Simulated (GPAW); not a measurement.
The system is Cu.

```
Cu
1.0
     0.00000    1.80750    1.80750
     1.80750    0.00000    1.80750
     1.80750    1.80750    0.00000
Cu
1
Direct
  0.00000 0.00000 0.00000
```

Base run:

* Program: GPAW 26.7.0
* Functional: r2SCAN
* Potentials or basis: GPAW PAW data sets (gpaw-data 1.2.1)
* Cutoff: 600 eV
* Basis: pw
* k mesh: 13 × 13 × 13
* Occupations: fermi-dirac, width 0.05 eV
* Spin: no spin polarisation
* Hubbard terms: Cu d U = 8 eV

Its results: band gap on the k mesh none (metal or under the smearing width); pressure -1.0 GPa.

Question: The run is repeated on the same cell with these changes: functional from r2SCAN to MS2; hubbard terms from Cu d U = 8 eV to Cu d U = 3 eV. What comes out?

Answer: Band gap on the k mesh none (metal or under the smearing width); pressure -6.0 GPa.

Several settings changed at once, so the effect can't be laid on one alone.

Caveats: with this Cu data set, volumes or pressures lay over 1.5 % or 2 GPa off other programs in two to four cells of ten; the PAW data sets were made with another functional, which shifts forces and pressure a little; U without spin polarisation on a metal has little footing; the U is typed as a test and isn't derived for this compound.
